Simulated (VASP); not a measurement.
# Pb (P6_3/mmc) in VASP: notebook

Aim: see how the results for Pb move with the level of theory and the settings. Levels: PBE, PBEsol. Tasks: electric field gradients.

All numbers are computed with VASP 6.6.1; they aren't measurements. Logs are shortened: lines on timing, memory, paths and dates and some standing lists are left out, and cuts for length are marked.

### Step 1. The structure

The structure is hexagonal, space group P6_3/mmc (No. 194). Conventional cell: a = 3.480 Å, b = 3.480 Å, c = 5.590 Å, α = 90.00°, β = 90.00°, γ = 120.00°. Around Pb (site symmetry -6m2) lie 12 Pb at 3.44 to 3.48 Å.

This isn't the form of Pb at room conditions, which is fcc.

### Step 2. Electric field gradients, PBE

The input, INCAR:

```
PREC = Accurate ; ENCUT = 520
EDIFF = 1E-8 ; ISMEAR = -1
SIGMA = 0.08 ; LREAL = False
LASPH = True ; NELM = 100
ALGO = Fast ; ISIF = 2
LWAVE = False ; LCHARG = False
GGA = PE ; LEFG = True
NBANDS = 21
```

The input, KPOINTS:

```
Automatic mesh
0
Gamma
  10 10 6
```

The input, POSCAR:

```
Pb
1.0
    3.4800006906      0.0000000000      0.0000000000
   -1.7400003453      3.0137690032      0.0000000000
    0.0000000000      0.0000000000      5.5900000000
Pb
2
Direct
    0.3333333333      0.6666666667      0.2500000000
    0.6666666667      0.3333333333      0.7500000000
```

Potentials or basis: VASP PAW PBE potentials, release 64 (Pb_d).

Started as:

```
> cat potpaw_PBE.64/Pb_d/POTCAR > POTCAR
> mpirun -np 1 vasp_std > vasp.out
```

OUTCAR:

```text
PREC = Accurate
   ENCUT = 520
   EDIFF = 1E-8
   ISMEAR = -1
   LREAL = False
   LASPH = True
   NELM = 100
   ISIF = 2
   GGA = PE

 ion  position               nearest neighbor table
   1  0.333  0.667  0.250-   2 3.44   2 3.44   2 3.44   2 3.44   2 3.44   2 3.44
   2  0.667  0.333  0.750-   1 3.44   1 3.44   1 3.44   1 3.44   1 3.44   1 3.44

  LATTYP: Found a hexagonal cell.
 ALAT       =     3.4800006906
 C/A-ratio  =     1.6063215203

  Lattice vectors:

 A1 = (   3.4800006906,   0.0000000000,   0.0000000000)
 A2 = (  -1.7400003453,   3.0137690032,   0.0000000000)
 A3 = (   0.0000000000,   0.0000000000,   5.5900000000)

Analysis of symmetry for initial positions (statically):
=====================================================================
 Subroutine PRICEL returns:
 Original cell was already a primitive cell.

 Routine SETGRP: Setting up the symmetry group for a
 hexagonal supercell.

 Subroutine GETGRP returns: Found 24 space group operations
 (whereof 12 operations were pure point group operations)
 out of a pool of 24 trial point group operations.

The static configuration has the point symmetry D_3d.
 The point group associated with its full space group is D_6h.

Analysis of symmetry for dynamics (positions and initial velocities):
=====================================================================
 Subroutine PRICEL returns:
 Original cell was already a primitive cell.

 Routine SETGRP: Setting up the symmetry group for a
 hexagonal supercell.

 Subroutine GETGRP returns: Found 24 space group operations
 (whereof 12 operations were pure point group operations)
 out of a pool of 24 trial point group operations.

The dynamic configuration has the point symmetry D_3d.
 The point group associated with its full space group is D_6h.

 Subroutine INISYM returns: Found 24 space group operations
 (whereof 12 operations are pure point group operations),
 and found     1 'primitive' translations

----------------------------------------------------------------------------------------

                                     Primitive cell

  volume of cell :      58.6275

[... 123 lines left out ...]
 maximum number of plane-waves:      1605
 NGX is ok and might be reduce to    28
   NGX = 13   NGY = 13   NGZ = 21

 number of electron      28.0000005 magnetization

 Free energy of the ion-electron system (eV)
  ---------------------------------------------------
  ext. energy  EPLUGINS =         0.00000000
  ---------------------------------------------------
  free energy    TOTEN  =        -7.04460289 eV

  energy without entropy =       -7.01448700  energy(sigma->0) =       -7.02954495

 E-fermi :   7.6352     XC(G=0): -10.3515

 val. band max:        7.6106979100   @ k =   0.4000   0.2000   0.5000
 cond. band min:       7.6396879202   @ k =   0.3000   0.2000   0.1667
 fundamental gap:      0.0289900102
 Fermi energy:         7.6351774148

 k-point     1 :       0.0000    0.0000    0.0000
  band No.  band energies     occupation
      1      -9.4813      2.00000
      2      -9.4338      2.00000
      3      -9.4134      2.00000
      4      -9.4134      2.00000
      5      -9.3885      2.00000
      6      -9.3885      2.00000
[... 565 lines left out ...]
     20      15.4703      0.00000
     21      18.8002      0.00000

 [... further k-points ...]

------------------------ aborting loop because EDIFF is reached ----------------------------------------

  FORCE on cell =-STRESS in cart. coord.  units (eV):
  Direction    XX          YY          ZZ          XY          YZ          ZX
  --------------------------------------------------------------------------------------
  -------------------------------------------------------------------------------------
  Total        1.2353966      1.2353966      1.7704302      0.0000000      0.0000000      0.0000000
  in kB       33.7610456     33.7610456     48.3824983      0.0000000      0.0000000      0.0000000
  external PRESSURE =      38.6348632 kB  Pullay stress =       0.0000000 kB

 VOLUME and BASIS-vectors are now :
 -----------------------------------------------------------------------------
  energy-cutoff  :      520.00
  volume of cell :       58.63
      direct lattice vectors                 reciprocal lattice vectors
     3.480000691  0.000000000  0.000000000     0.287356265  0.165905217  0.000000000
    -1.740000345  3.013769003  0.000000000     0.000000000  0.331810434  0.000000000
     0.000000000  0.000000000  5.590000000     0.000000000  0.000000000  0.178890877

 POSITION                                       TOTAL-FORCE (eV/Angst)
 -----------------------------------------------------------------------------------
     -0.00000      2.00918      1.39750         0.000000      0.000000      0.000000
      1.74000      1.00459      4.19250        -0.000000     -0.000000      0.000000
 -----------------------------------------------------------------------------------
    total drift:                               -0.000000      0.000000      0.000000

  FREE ENERGIE OF THE ION-ELECTRON SYSTEM (eV)
  ---------------------------------------------------
  free  energy   TOTEN  =        -7.0446028927 eV

  energy  without entropy=       -7.0144869985  energy(sigma->0) =       -7.02954495

 Electric field gradients (V/A^2)
---------------------------------------------------------------------
 ion       V_xx      V_yy      V_zz      V_xy      V_xz      V_yz
---------------------------------------------------------------------
   1       9.806     9.806   -19.611    -0.000     0.000    -0.000
   2       9.806     9.806   -19.611    -0.000    -0.000     0.000
---------------------------------------------------------------------

 Electric field gradients after diagonalization (V/A^2)
 (convention: |V_zz| > |V_xx| > |V_yy|)
----------------------------------------------------------------------
 ion       V_xx      V_yy      V_zz     asymmetry (V_yy - V_xx)/ V_zz
----------------------------------------------------------------------
   1       9.806     9.806   -19.611       0.000
   2       9.806     9.806   -19.611       0.000
----------------------------------------------------------------------

           NMR quadrupolar parameters

 Cq : quadrupolar parameter    Cq=e*Q*V_zz/h
 eta: asymmetry parameters     (V_yy - V_xx)/ V_zz
 Q  : nuclear electric quadrupole moment in mb (millibarn)
----------------------------------------------------------------------
 ion       Cq(MHz)       eta       Q (mb)
----------------------------------------------------------------------
   1      -0.047       0.000       1.000
   2      -0.047       0.000       1.000
----------------------------------------------------------------------
```

Wall time 76 s (1 thread of Intel Xeon Platinum 8259CL at 2.50GHz (Skylake/Cascade Lake), shared host); peak memory 0.2 GiB.

What came out:

```
Free energy            : -7.0446 eV
Pressure               : 3.9 GPa
Band gap on the k mesh : none (metal or under the smearing width)
```

Electric field gradients, principal values (V/Å²):
```
atom    Vxx    Vyy      Vzz
1 Pb  9.806  9.806  -19.611
2 Pb  9.806  9.806  -19.611
```

### Step 3. Electric field gradients, PBE (z stretched by -1.5 % at fixed volume, crystal datasets)

The input, INCAR:

```
SYSTEM = Pb
ALGO = Fast
EDIFF = 1E-8
ENCUT = 520
GGA = PE
ISIF = 2
ISMEAR = -1
LASPH = .TRUE.
LCHARG = .FALSE.
LEFG = .TRUE.
LREAL = .FALSE.
LWAVE = .FALSE.
NBANDS = 21
NELM = 100
PREC = Accurate
SIGMA = 0.08
```

The input, KPOINTS:

```
k-points
0
G
  14 14 8
  0 0 0
```

The input, POSCAR:

```
Pb
1.0
    3.5063980399      0.0000000000      0.0000000000
   -1.7531990200      3.0366297783      0.0000000000
    0.0000000000      0.0000000000      5.5061500000
Pb
2
Direct
    0.3333333333      0.6666666667      0.2500000000
    0.6666666667      0.3333333333      0.7500000000
```

Potentials or basis: VASP PAW PBE potentials, release 64 (Pb_d).

Started as:

```
> cat potpaw_PBE.64/Pb_d/POTCAR > POTCAR
> mpirun -np 1 vasp_std > vasp.out
```

OUTCAR:

```text
SYSTEM = Pb
   EDIFF = 1E-8
   ENCUT = 520
   GGA = PE
   ISIF = 2
   ISMEAR = -1
   LASPH = .TRUE.
   LREAL = .FALSE.
   NELM = 100
   PREC = Accurate

 ion  position               nearest neighbor table
   1  0.333  0.667  0.250-   2 3.42   2 3.42   2 3.42   2 3.42   2 3.42   2 3.42
   2  0.667  0.333  0.750-   1 3.42   1 3.42   1 3.42   1 3.42   1 3.42   1 3.42

  LATTYP: Found a hexagonal cell.
 ALAT       =     3.5063980399
 C/A-ratio  =     1.5703151603

  Lattice vectors:

 A1 = (   3.5063980399,   0.0000000000,   0.0000000000)
 A2 = (  -1.7531990200,   3.0366297783,   0.0000000000)
 A3 = (   0.0000000000,   0.0000000000,   5.5061500000)

Analysis of symmetry for initial positions (statically):
=====================================================================
 Subroutine PRICEL returns:
 Original cell was already a primitive cell.

 Routine SETGRP: Setting up the symmetry group for a
 hexagonal supercell.
[... 769 lines left out ...]
  volume of cell :       58.63
      direct lattice vectors                 reciprocal lattice vectors
     3.506398040  0.000000000  0.000000000     0.285192950  0.164656226  0.000000000
    -1.753199020  3.036629778  0.000000000     0.000000000  0.329312453  0.000000000
     0.000000000  0.000000000  5.506150000     0.000000000  0.000000000  0.181615103

 POSITION                                       TOTAL-FORCE (eV/Angst)
 -----------------------------------------------------------------------------------
     -0.00000      2.02442      1.37654        -0.000000      0.000000      0.000000
      1.75320      1.01221      4.12961         0.000000      0.000000      0.000000
 -----------------------------------------------------------------------------------
    total drift:                                0.000000     -0.000000      0.000000

  FREE ENERGIE OF THE ION-ELECTRON SYSTEM (eV)
  ---------------------------------------------------
  free  energy   TOTEN  =        -7.0313308674 eV

  energy  without entropy=       -7.0067658214  energy(sigma->0) =       -7.01904834

 Electric field gradients (V/A^2)
---------------------------------------------------------------------
 ion       V_xx      V_yy      V_zz      V_xy      V_xz      V_yz
---------------------------------------------------------------------
   1      34.173    34.174   -68.347     0.000     0.000    -0.000
   2      34.173    34.174   -68.347     0.000    -0.000     0.000
---------------------------------------------------------------------

 Electric field gradients after diagonalization (V/A^2)
 (convention: |V_zz| > |V_xx| > |V_yy|)
----------------------------------------------------------------------
 ion       V_xx      V_yy      V_zz     asymmetry (V_yy - V_xx)/ V_zz
----------------------------------------------------------------------
   1      34.174    34.173   -68.347       0.000
   2      34.174    34.173   -68.347       0.000
----------------------------------------------------------------------

           NMR quadrupolar parameters

 Cq : quadrupolar parameter    Cq=e*Q*V_zz/h
 eta: asymmetry parameters     (V_yy - V_xx)/ V_zz
 Q  : nuclear electric quadrupole moment in mb (millibarn)
----------------------------------------------------------------------
 ion       Cq(MHz)       eta       Q (mb)
----------------------------------------------------------------------
   1      -0.165       0.000       1.000
   2      -0.165       0.000       1.000
----------------------------------------------------------------------
```

OSZICAR:

```text
N       E                     dE             d eps       ncg     rms          rms(c)
DAV:   1     0.296645821321E+03    0.29665E+03   -0.14246E+04  5053   0.164E+03
DAV:   2     0.144119904264E+02   -0.28223E+03   -0.27566E+03  5070   0.411E+02
DAV:   3    -0.639573561583E+01   -0.20808E+02   -0.20583E+02  6067   0.138E+02
DAV:   4    -0.702818965853E+01   -0.63245E+00   -0.63221E+00  6097   0.268E+01
DAV:   5    -0.705814460716E+01   -0.29955E-01   -0.29954E-01  6906   0.536E+00    0.800E-01
RMM:   6    -0.703659557893E+01    0.21549E-01   -0.31838E-02  5750   0.218E+00    0.403E-01
RMM:   7    -0.703092623908E+01    0.56693E-02   -0.20290E-02  5677   0.142E+00    0.124E-01
RMM:   8    -0.703116131962E+01   -0.23508E-03   -0.61596E-03  6993   0.982E-01    0.209E-02
RMM:   9    -0.703130607488E+01   -0.14476E-03   -0.16075E-03  7988   0.331E-01    0.191E-02
RMM:  10    -0.703132456041E+01   -0.18486E-04   -0.24609E-04  6083   0.227E-01    0.129E-02
RMM:  11    -0.703132567842E+01   -0.11180E-05   -0.12750E-04  6902   0.128E-01    0.521E-03
RMM:  12    -0.703133182639E+01   -0.61480E-05   -0.66704E-05  7943   0.683E-02    0.462E-03
RMM:  13    -0.703133070913E+01    0.11173E-05   -0.47395E-06  7585   0.187E-02    0.259E-03
RMM:  14    -0.703133073616E+01   -0.27024E-07   -0.12125E-06  5912   0.146E-02    0.386E-04
RMM:  15    -0.703133086716E+01   -0.13100E-06   -0.53047E-07  7441   0.574E-03    0.327E-04
RMM:  16    -0.703133086743E+01   -0.26466E-09   -0.84287E-08  4799   0.285E-03
   1 F= -.70313309E+01 E0= -.70190483E+01  d E =-.245650E-01
```

stdout:

```text
POSCAR found type information on POSCAR Pb
 POSCAR found :  1 types and       2 ions
 scaLAPACK will be used
 LDA part: xc-table for (Slater+PW92), standard interpolation
 POSCAR, INCAR and KPOINTS ok, starting setup
 FFT: planning ... GRIDC
 FFT: planning ... GRID_SOFT
 FFT: planning ... GRID
 WAVECAR not read
 entering main loop
WARNING in EDDRMM: call to ZHEGV failed, returncode =   8  4     21
WARNING in EDDRMM: call to ZHEGV failed, returncode =   8  4     20
WARNING in EDDRMM: call to ZHEGV failed, returncode =   6  3     20
ion   1

ion   2
```

Run time: 2.3 min. Hardware: 1 thread of Intel Xeon Platinum 8259CL at 2.50GHz (Skylake/Cascade Lake), shared host; peak memory 0.26 GiB.

What came out:

* Free energy: -7.0313 eV
* Pressure: 4.1 GPa
* Band gap on the k mesh: none (metal or under the smearing width)

Stress tensor (GPa, compression positive):
```
3.13 0.00 0.00
0.00 3.13 0.00
0.00 0.00 6.13
```

Electric field gradients, principal values (V/Å²):
| atom | Vxx | Vyy | Vzz |
| --- | --- | --- | --- |
| 1 Pb | 34.173 | 34.174 | -68.347 |
| 2 Pb | 34.173 | 34.174 | -68.347 |

[end of part 1 of 2]
